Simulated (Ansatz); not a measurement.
## Al(111) with 4 layers of random Al-Ag, 2x2: scattering by chemical disorder

Wanted: resistance against the alloy's length, first Al(111) with 4 layers of random Al-Ag, 2x2.

Main program and level: Ansatz 0.2.0; Ansatz plane-wave DFT, PBE, PAW files; ballistic transport by layer matching (Landauer), zero bias; PAW set soft_1.

## Step 1: The structure

The cell holds 40 atoms: 28 Al and 12 Ag. Its edges and angles: a = 5.725 Å, b = 5.725 Å, c = 23.429 Å, α = 93.5°, β = 86.5°, γ = 120.0°. It derives from Al. Regions: lead, 24 atoms (24 Al); scattering region, 16 atoms (12 Ag and 4 Al). The structure is stacked along c, and the current runs across the ab planes.

## Step 2: With 4 alloy layers

In 4 layers a share of 0.75 of the sites is given to Ag at random. The layers about the cell's end stay perfect and serve as the lead. Disorder leaves little or no symmetry, which makes such runs dear. Energies from -0.05 to 0.05 eV in steps of 0.05 eV are too few for the program's thermal sum, so it prints no conductance; for a metal the transmission near the Fermi level serves, at a fraction of the cost.

input.yaml

```yaml
crystal:
  lattice:
    - [5.7246940741, 0.0, 0.0]
    - [-2.862347037, 4.957730497, 0.0]
    - [1.4311735185, -0.8262884162, 23.3709656917]
  atoms:
    - { symbol: Al, position: [0.9916666667, 0.0083333333, 0.05] }
    - { symbol: Al, position: [0.9916666667, 0.5083333333, 0.05] }
    - { symbol: Al, position: [0.4916666667, 0.0083333333, 0.05] }
    - { symbol: Al, position: [0.4916666667, 0.5083333333, 0.05] }
    - { symbol: Al, position: [0.1416666667, 0.3583333333, 0.15] }
    - { symbol: Al, position: [0.1416666667, 0.8583333333, 0.15] }
    - { symbol: Al, position: [0.6416666667, 0.3583333333, 0.15] }
    - { symbol: Al, position: [0.6416666667, 0.8583333333, 0.15] }
    - { symbol: Al, position: [0.2916666667, 0.2083333333, 0.25] }
    - { symbol: Al, position: [0.2916666667, 0.7083333333, 0.25] }
    - { symbol: Al, position: [0.7916666667, 0.2083333333, 0.25] }
    - { symbol: Al, position: [0.7916666667, 0.7083333333, 0.25] }
    - { symbol: Ag, position: [0.9416666667, 0.0583333333, 0.35] }
    - { symbol: Al, position: [0.9416666667, 0.5583333333, 0.35] }
    - { symbol: Ag, position: [0.4416666667, 0.0583333333, 0.35] }
    - { symbol: Ag, position: [0.4416666667, 0.5583333333, 0.35] }
    - { symbol: Ag, position: [0.0916666667, 0.4083333333, 0.45] }
    - { symbol: Al, position: [0.0916666667, 0.9083333333, 0.45] }
    - { symbol: Ag, position: [0.5916666667, 0.4083333333, 0.45] }
    - { symbol: Ag, position: [0.5916666667, 0.9083333333, 0.45] }
    - { symbol: Ag, position: [0.2416666667, 0.2583333333, 0.55] }
    - { symbol: Ag, position: [0.2416666667, 0.7583333333, 0.55] }
    - { symbol: Al, position: [0.7416666667, 0.2583333333, 0.55] }
    - { symbol: Ag, position: [0.7416666667, 0.7583333333, 0.55] }
    - { symbol: Ag, position: [0.8916666667, 0.1083333333, 0.65] }
    - { symbol: Ag, position: [0.8916666667, 0.6083333333, 0.65] }
    - { symbol: Al, position: [0.3916666667, 0.1083333333, 0.65] }
    - { symbol: Ag, position: [0.3916666667, 0.6083333333, 0.65] }
    - { symbol: Al, position: [0.0416666667, 0.4583333333, 0.75] }
    - { symbol: Al, position: [0.0416666667, 0.9583333333, 0.75] }
    - { symbol: Al, position: [0.5416666667, 0.4583333333, 0.75] }
    - { symbol: Al, position: [0.5416666667, 0.9583333333, 0.75] }
    - { symbol: Al, position: [0.1916666667, 0.3083333333, 0.85] }
    - { symbol: Al, position: [0.1916666667, 0.8083333333, 0.85] }
    - { symbol: Al, position: [0.6916666667, 0.3083333333, 0.85] }
    - { symbol: Al, position: [0.6916666667, 0.8083333333, 0.85] }
    - { symbol: Al, position: [0.8416666667, 0.1583333333, 0.95] }
    - { symbol: Al, position: [0.8416666667, 0.6583333333, 0.95] }
    - { symbol: Al, position: [0.3416666667, 0.1583333333, 0.95] }
    - { symbol: Al, position: [0.3416666667, 0.6583333333, 0.95] }
kpoints:
  mp_grid: { grid: [5, 5, 1] }
hamiltonian:
  xc: pbe
  pseudopotentials: { kind: paw, azcp: { folder: soft_1 } }
scf:
  occupations: { method: fermi_dirac, width: 0.1 }
output:
  transmission:
    leads: [[0, 4]]
    kmesh: [10, 10]
    e_range: [-0.05, 0.05]
    de: 0.05
  write_potential: true
  write_density: true
  volumetric_format: npy
```

Command:

```bash
$ ansatz run input.yaml --threads 4 --pin off --max-ram 15360MiB --backend cpu --events-out ev --progress --plain --runs-dir out
```

Numbers of over 12 decimals in the logs are rounded to 6 here.

Log:

```text
Engine: ansatz 0.2.0, aarch64-unknown-linux-gnu
Pseudopotentials: kind: paw
Pseudopotential: Al, paw, valence charge 3, recommended cutoff 420 eV (normal), soft_1/Al.paw.azcp
Pseudopotential: Ag, paw, valence charge 19, recommended cutoff 420 eV (normal), soft_1/Ag.paw.azcp
Functional definition: PBE
  parameter kappa = 0.804
  parameter beta = 0.066725
  exchange = pbe_x(kappa = kappa, mu = beta*pi^2/3)
  correlation = pbe_c(beta = beta)
Crystal: 40 atoms, lattice volume = 663.303 Å³
Basis set: ecut = 420 eV, 13043 PW (Γ)
Bands: 196, of which v1, the nominal top of the filled ones, is band 156 counted from 1 (155 counted from 0)
Symmetry: 2 space group operations
Space group: C2 (ITA 5), of the structure as read, at distance tolerance 8.7e-5 Å
k-points: 9 of 25 (time reversal used)
Non-local potential: Al, projectors of the file, l = 0: 2, l = 1: 2, l = 2: 1
Non-local potential: Ag, projectors of the file, l = 0: 3, l = 1: 2, l = 2: 2, l = 3: 1
PAW form: soft (Blöchl's): semilocal exchange-correlation on the pseudo side does not see the compensation charge
PAW one-centre angular grid: Al, 110 points (default); XC on 64 Gauss nodes
PAW one-centre angular grid: Ag, 590 points (default); XC on 64 Gauss nodes
Initial density: superposition of atomic densities (chi_scale 0.1, normalization cell, long waves of neutral atoms (reshape's long-wave potential 6.02 eV rms, cloud 2.66 Å wide))
Initial wavefunctions: pseudopotential atomic-orbital guess
Functional: x = pbe(κ = 0.804, μ = 0.219515), c = pbe(β = 0.066725)
SCF iter   1: F=—  HF=-106161.131309 eV  |F-HF|=—  |Δ(HF+E_count)|=         —  Δρ=1.03e-1  dr2=7.50e2  ethr=3.10e-3  ⟨swp⟩=6.1  Hψ=6977  notcnv=0  defer=42
preconditioner: auto → Kerker (q_TF=auto, 2.406 Å⁻¹)  [metal: Δε(μ)=0.014 eV  Ē_g=5.977 eV  σ=0.100 eV  W_gap=0.03  n_scr=152 (ndim 8)  ℏωp=21.2 eV  f_vac=0.000  D(μ)=15.02/eV (n_scr^D=86)]
SCF iter   2: F=—  HF=-106147.352323 eV  |F-HF|=—  |Δ(HF+E_count)|=    1.38e1  Δρ=4.78e-2  dr2=3.09e2  ethr=3.10e-3  ⟨swp⟩=2.0  Hψ=3074  notcnv=0  defer=95
SCF iter   3: F=—  HF=-106140.029026 eV  |F-HF|=—  |Δ(HF+E_count)|=    7.32e0  Δρ=2.03e-2  dr2=4.94e1  ethr=3.10e-3  ⟨swp⟩=3.0  Hψ=2265  notcnv=0  defer=108
SCF iter   4: F=—  HF=-106138.510451 eV  |F-HF|=—  |Δ(HF+E_count)|=    1.52e0  Δρ=5.13e-3  dr2=2.29e0  ethr=3.10e-3  ⟨swp⟩=2.8  Hψ=2242  notcnv=0  defer=97
SCF iter   5: F=—  HF=-106138.364941 eV  |F-HF|=—  |Δ(HF+E_count)|=   1.46e-1  Δρ=2.31e-3  dr2=8.15e-2  ethr=7.33e-4  ⟨swp⟩=2.6  Hψ=2081  notcnv=0  defer=96
SCF iter   6: F=—  HF=-106138.358142 eV  |F-HF|=—  |Δ(HF+E_count)|=   6.80e-3  Δρ=8.29e-4  dr2=1.88e-2  ethr=2.61e-5  ⟨swp⟩=3.2  Hψ=3199  notcnv=0  defer=91
SCF iter   7: F=—  HF=-106138.356703 eV  |F-HF|=—  |Δ(HF+E_count)|=   1.44e-3  Δρ=2.79e-4  dr2=1.13e-3  ethr=6.03e-6  ⟨swp⟩=1.0  Hψ=1673  notcnv=0  defer=91
SCF iter   8: F=—  HF=-106138.356547 eV  |F-HF|=—  |Δ(HF+E_count)|=   1.56e-4  Δρ=3.65e-5  dr2=3.77e-5  ethr=3.62e-7  ⟨swp⟩=2.4  Hψ=2489  notcnv=0  defer=91
SCF iter   9: F=—  HF=-106138.356524 eV  |F-HF|=—  |Δ(HF+E_count)|=   2.27e-5  Δρ=1.64e-5  dr2=1.74e-5  ethr=1.21e-8  ⟨swp⟩=2.2  Hψ=2498  notcnv=0  defer=91
SCF iter  10: F=-106138.356523 eV  HF=-106138.356523 eV  |F-HF|=5.55e-8  |Δ(HF+E_count)|=   6.71e-7  Δρ=2.51e-6  dr2=6.86e-8  ethr=3.21e-11  ⟨swp⟩=12.6  Hψ=8762  notcnv=0
SCF 1 converged in 10 iterations: F = -106138.356523 eV  dr2 = 6.86e-8
  greatest PAW one-centre occupation: 1.002 electrons in one spin orbital (limit 2), on the Ag atom at site 25 (counted from 0), in its partial waves of l = 0
transmission: 159 of 1508 steps passed
transmission: 306 of 1508 steps passed
[...]
transmission: 1508 of 1508 steps passed
SCF converged after 10 iterations
Free energy (F): -106138.356523 eV
Harris-Foulkes:  -106138.356523 eV  (|F-HF|=5.55e-8)
Internal energy: -106137.895063 eV  (E = F + TS)
E sigma→0 (E₀):  -106138.125793 eV
Entropy (-TS):   -0.461460 eV (-11.536 meV/atom)
Fermi energy:    11.074966 eV
--- Per-component energies (eV) ---
  E_band       = -3835.257865
  E_kinetic    = 6233.513862
  E_local      = -201501.241717  (includes V_loc(G=0)·N_el)
  E_nonlocal   = 650.827056
  E_hartree    = 100048.759438
  E_xc         = -2968.067483
  E_vxc        = -3238.945031  (∫ρ·V_xc dr)
  E_paw        = -60594.556333  (= ΣΔE_a)
  E_vpaw       = -6076.863047  (= ΣTr[D̂ρ^β])
  E_aug_tail   = 0.004363  (compensation charges beyond the density's cutoff)
  E_ewald      = 51992.865750
  E_smearing   = -0.461460  (= −TS)
  E_closure    = -0.000000  (closes the sum)
  Σ components = -106138.356523   (vs F -106138.356523, Δ=0.00e0)
--- Band table (eV; the first three rows and the last of 9) ---
  k-point 0: bands = [... 152 lower, 9.9213, 10.1649, 10.2703, 10.3602, 10.3916, 10.4720, 10.5285, 10.5401, ... 36 higher]
  k-point 1: bands = [... 152 lower, 10.0491, 10.1013, 10.4396, 10.5947, 10.7721, 10.8112, 10.8814, 11.0602, ... 36 higher]
  k-point 2: bands = [... 152 lower, 10.7973, 11.1276, 11.1728, 11.2531, 11.3022, 11.4029, 11.4517, 11.5933, ... 36 higher]
  k-point 8: bands = [... 152 lower, 10.7224, 10.7604, 11.1731, 11.2604, 11.4100, 11.4287, 11.4607, 11.5908, ... 36 higher]
--- Transmission ---
  basis      : 253 plane waves across, 29 finite elements along
  points     : 52, standing for a mesh of 10 x 10
  energies   : 3 from -0.050000 to 0.050000 eV about the Fermi level, 0.050000 eV apart; the leads are filled to 0.000000 eV, and channels, transmission and decay are at 0.000000 eV
  crystal 0  : Al4, at the sites [0, 4], period 2.3371 Å, over 14.02 Å; its Hamiltonian steps by up to 10.4 meV
    offset         : up to 0.0000 Å between an atom of the period and one for which it stands
    channels       : 5.530000e0 a spin
    conductance    : none, the energies end too early or step too widely for 300 K: set another output.transmission.e_range or a lower de, or, where they end at an eighth of basis.ecutwfc, a higher one
  junction   : crystal 0 to crystal 0, 0.70 to 21.73 Å
    transmission   : 2.768074e0 a spin
    conductance    : none, the energies end too early or step too widely for 300 K: set another output.transmission.e_range or a lower de, or, where they end at an eighth of basis.ecutwfc, a higher one
```

It took 7.3 min on 4 threads of Arm Neoverse V1, shared host; peak memory 2.8 GiB; 24 min of CPU time.

This step gave:

```yaml
free_energy: -106138.3565 eV
energy_at_zero_smearing: -106138.1258 eV
fermi_energy: 11.07 eV
cell_area: 28.38 Å²
transmission_per_spin_nearest_the_fermi_level: 2.768
open_channels_per_spin_nearest_the_fermi_level: 5.53
step_of_the_lead_s_potential: 10.4 meV
```

Per spin. Table of transmission, zone mean by energy, zero at the Fermi level:

```csv
energy (eV),"transmission, zone mean"
-0.0500,2.64
0.0000,2.77
0.0500,2.72
```

Per spin. The open channels, zone mean, lead by energy, zero at the Fermi level:

```csv
energy (eV),"open channels, zone mean, lead"
-0.0500,5.29
0.0000,5.53
0.0500,5.59
```

Transmission over k1 and k2. At 0.0000 eV from the Fermi level.

Ten even steps from '_' (0.36) to '@' (3.56):
```
%%@@@@**@@@@%%##**##
%%@@######++@@%%##**
##**##**++**####%%##
@@@@##++--::++##@@%%
%%@@++**::__::**++@@
@@%%@@##++::--++##@@
####%%####**++**##**
%%**##%%@@++######@@
%%##**##%%@@@@**@@@@
@@%%%%##@@%%@@##%%%%
```
Columns: k1 (b1) from -0.5 to 0.4; rows upwards: k2 (b2) from -0.5 to 0.4.

Open channels over k1 and k2. At 0.0000 eV from the Fermi level.

Ten even steps from '_' (3.00) to '@' (7.00):
```
++####@@####++__::__
::##++@@@@++##::::::
::@@@@@@@@@@@@@@::__
++##@@@@####@@@@##++
::##++@@##@@##@@++##
++++##@@@@####@@@@##
::__::@@@@@@@@@@@@@@
::::::::##++@@@@++##
++__::__++####@@####
::++::::++::++::::++
```
Columns: k1 (b1) from -0.5 to 0.4; rows upwards: k2 (b2) from -0.5 to 0.4.

Over the solved energies the transmission per spin lies between 2.64 and 2.77, out of 5.47 channels of the lead on average (up to 5.59).

## Step 3: With 8 alloy layers

In 8 layers a share of 0.75 of the sites is given to Ag at random. A fresh draw is used; the growth of the resistance with length is what counts.

System of this step: Al(111) with 8 layers of random Al-Ag, 2x2. The cell holds 56 atoms: 32 Al and 24 Ag. Its edges and angles: a = 5.725 Å, b = 5.725 Å, c = 32.761 Å, α = 87.5°, β = 92.5°, γ = 120.0°. It derives from Al. Regions: lead, 24 atoms (24 Al); scattering region, 32 atoms (8 Al and 24 Ag). The structure is stacked along c, and the current runs across the ab planes.

input.yaml

```yaml
crystal:
  lattice:
    - [5.7246940741, 0.0, 0.0]
    - [-2.862347037, 4.957730497, 0.0]
    - [-1.4311735185, 0.8262884162, 32.7193519684]
  atoms:
    - { symbol: Al, position: [0.005952381, 0.994047619, 0.0357142857] }
    - { symbol: Al, position: [0.005952381, 0.494047619, 0.0357142857] }
    - { symbol: Al, position: [0.505952381, 0.994047619, 0.0357142857] }
    - { symbol: Al, position: [0.505952381, 0.494047619, 0.0357142857] }
    - { symbol: Al, position: [0.1845238095, 0.3154761905, 0.1071428571] }
    - { symbol: Al, position: [0.1845238095, 0.8154761905, 0.1071428571] }
    - { symbol: Al, position: [0.6845238095, 0.3154761905, 0.1071428571] }
    - { symbol: Al, position: [0.6845238095, 0.8154761905, 0.1071428571] }
    - { symbol: Al, position: [0.3630952381, 0.1369047619, 0.1785714286] }
    - { symbol: Al, position: [0.3630952381, 0.6369047619, 0.1785714286] }
    - { symbol: Al, position: [0.8630952381, 0.1369047619, 0.1785714286] }
    - { symbol: Al, position: [0.8630952381, 0.6369047619, 0.1785714286] }
    - { symbol: Al, position: [0.0416666667, 0.9583333333, 0.25] }
    - { symbol: Ag, position: [0.0416666667, 0.4583333333, 0.25] }
    - { symbol: Ag, position: [0.5416666667, 0.9583333333, 0.25] }
    - { symbol: Ag, position: [0.5416666667, 0.4583333333, 0.25] }
    - { symbol: Ag, position: [0.2202380952, 0.2797619048, 0.3214285714] }
    - { symbol: Ag, position: [0.2202380952, 0.7797619048, 0.3214285714] }
    - { symbol: Ag, position: [0.7202380952, 0.2797619048, 0.3214285714] }
    - { symbol: Al, position: [0.7202380952, 0.7797619048, 0.3214285714] }
    - { symbol: Ag, position: [0.3988095238, 0.1011904762, 0.3928571429] }
    - { symbol: Ag, position: [0.3988095238, 0.6011904762, 0.3928571429] }
    - { symbol: Ag, position: [0.8988095238, 0.1011904762, 0.3928571429] }
    - { symbol: Al, position: [0.8988095238, 0.6011904762, 0.3928571429] }
    - { symbol: Ag, position: [0.0773809524, 0.9226190476, 0.4642857143] }
    - { symbol: Ag, position: [0.0773809524, 0.4226190476, 0.4642857143] }
    - { symbol: Al, position: [0.5773809524, 0.9226190476, 0.4642857143] }
    - { symbol: Ag, position: [0.5773809524, 0.4226190476, 0.4642857143] }
    - { symbol: Ag, position: [0.255952381, 0.244047619, 0.5357142857] }
    - { symbol: Ag, position: [0.255952381, 0.744047619, 0.5357142857] }
    - { symbol: Ag, position: [0.755952381, 0.244047619, 0.5357142857] }
    - { symbol: Ag, position: [0.755952381, 0.744047619, 0.5357142857] }
    - { symbol: Al, position: [0.4345238095, 0.0654761905, 0.6071428571] }
    - { symbol: Ag, position: [0.4345238095, 0.5654761905, 0.6071428571] }
    - { symbol: Al, position: [0.9345238095, 0.0654761905, 0.6071428571] }
    - { symbol: Ag, position: [0.9345238095, 0.5654761905, 0.6071428571] }
    - { symbol: Ag, position: [0.1130952381, 0.8869047619, 0.6785714286] }
    - { symbol: Ag, position: [0.1130952381, 0.3869047619, 0.6785714286] }
    - { symbol: Ag, position: [0.6130952381, 0.8869047619, 0.6785714286] }
    - { symbol: Ag, position: [0.6130952381, 0.3869047619, 0.6785714286] }
    - { symbol: Ag, position: [0.2916666667, 0.2083333333, 0.75] }
    - { symbol: Ag, position: [0.2916666667, 0.7083333333, 0.75] }
    - { symbol: Al, position: [0.7916666667, 0.2083333333, 0.75] }
    - { symbol: Al, position: [0.7916666667, 0.7083333333, 0.75] }
    - { symbol: Al, position: [0.4702380952, 0.0297619048, 0.8214285714] }
    - { symbol: Al, position: [0.4702380952, 0.5297619048, 0.8214285714] }
    - { symbol: Al, position: [0.9702380952, 0.0297619048, 0.8214285714] }
    - { symbol: Al, position: [0.9702380952, 0.5297619048, 0.8214285714] }
    - { symbol: Al, position: [0.1488095238, 0.8511904762, 0.8928571429] }
    - { symbol: Al, position: [0.1488095238, 0.3511904762, 0.8928571429] }
    - { symbol: Al, position: [0.6488095238, 0.8511904762, 0.8928571429] }
    - { symbol: Al, position: [0.6488095238, 0.3511904762, 0.8928571429] }
    - { symbol: Al, position: [0.3273809524, 0.1726190476, 0.9642857143] }
    - { symbol: Al, position: [0.3273809524, 0.6726190476, 0.9642857143] }
    - { symbol: Al, position: [0.8273809524, 0.1726190476, 0.9642857143] }
    - { symbol: Al, position: [0.8273809524, 0.6726190476, 0.9642857143] }
kpoints:
  mp_grid: { grid: [5, 5, 1] }
hamiltonian:
  xc: pbe
  pseudopotentials: { kind: paw, azcp: { folder: soft_1 } }
scf:
  occupations: { method: fermi_dirac, width: 0.1 }
output:
  transmission:
    leads: [[0, 4]]
    kmesh: [10, 10]
    e_range: [-0.05, 0.05]
    de: 0.05
  write_potential: true
  write_density: true
  volumetric_format: npy
```

Log:

```text
[...]
Crystal: 56 atoms, lattice volume = 928.624 Å³
Basis set: ecut = 420 eV, 18271 PW (Γ)
Bands: 332, of which v1, the nominal top of the filled ones, is band 276 counted from 1 (275 counted from 0)
Symmetry: 1 space group operations
[...]
k-points: 13 of 25 (time reversal used)
[...]
SCF iter   1: F=—  HF=-199406.678353 eV  |F-HF|=—  |Δ(HF+E_count)|=         —  Δρ=9.59e-2  dr2=1.47e3  ethr=3.10e-3  ⟨swp⟩=5.7  Hψ=15717  notcnv=0  defer=149
[...]
SCF iter  12: F=-199376.190112 eV  HF=-199376.190112 eV  |F-HF|=1.54e-8  |Δ(HF+E_count)|=   5.94e-9  Δρ=5.11e-7  dr2=1.53e-8  ethr=1.81e-11  ⟨swp⟩=11.5  Hψ=17209  notcnv=0
SCF 1 converged in 12 iterations: F = -199376.190112 eV  dr2 = 1.53e-8
[...]
transmission: 222 of 2132 steps passed
transmission: 432 of 2132 steps passed
[...]
transmission: 2132 of 2132 steps passed
SCF converged after 12 iterations
Free energy (F): -199376.190112 eV
[...]
Internal energy: -199375.559865 eV  (E = F + TS)
E sigma→0 (E₀):  -199375.874989 eV
Entropy (-TS):   -0.630246 eV (-11.254 meV/atom)
Fermi energy:    12.367885 eV
[...]
--- Band table (eV; the first three rows and the last of 13) ---
  k-point 0: bands = [... 272 lower, 11.5384, 11.5670, 11.6651, 11.7426, 11.7997, 11.8494, 11.8742, 11.9586, ... 52 higher]
  k-point 1: bands = [... 272 lower, 11.6126, 11.7592, 11.8126, 11.9637, 12.0048, 12.1206, 12.2114, 12.2667, ... 52 higher]
  k-point 2: bands = [... 272 lower, 12.2726, 12.4040, 12.4450, 12.4871, 12.5588, 12.6308, 12.7343, 12.7475, ... 52 higher]
  k-point 12: bands = [... 272 lower, 12.1107, 12.1780, 12.2748, 12.4228, 12.4532, 12.5420, 12.5979, 12.6419, ... 52 higher]
--- Transmission ---
  basis      : 253 plane waves across, 41 finite elements along
  points     : 52, standing for a mesh of 10 x 10
[...]
channels       : 5.530000e0 a spin
[...]
junction   : crystal 0 to crystal 0, 0.70 to 31.08 Å
    transmission   : 2.180647e0 a spin
[...]
```

Run time: 13 min. Hardware: 4 threads; peak memory 6.5 GiB; 46 min of CPU time.

This step gave:

| Item | Value |
| --- | --- |
| free energy | -199376.1901 eV |
| energy at zero smearing | -199375.8750 eV |
| Fermi energy | 12.37 eV |
| transmission per spin nearest the Fermi level | 2.181 |
| step of the lead's potential | 8.1 meV |

Per spin. Transmission, zone mean against energy, zero at the Fermi level:

```csv
energy (eV),"transmission, zone mean"
-0.0500,2.15
0.0000,2.18
0.0500,2.17
```

Over the solved energies the transmission per spin lies between 2.15 and 2.18, out of 5.43 channels of the lead on average (up to 5.59).

(Part 1 of 2 ends here.)

[Logs are printed without paths, hosts, clocks, repeated set-up lines and the standing remarks that a program may print on its own settings, such as how far it seeks lower states.]

[Hosts, paths, dates, database ids (printed as entryN), source tags and the programs' standing remarks are cut or masked in the printed files.]
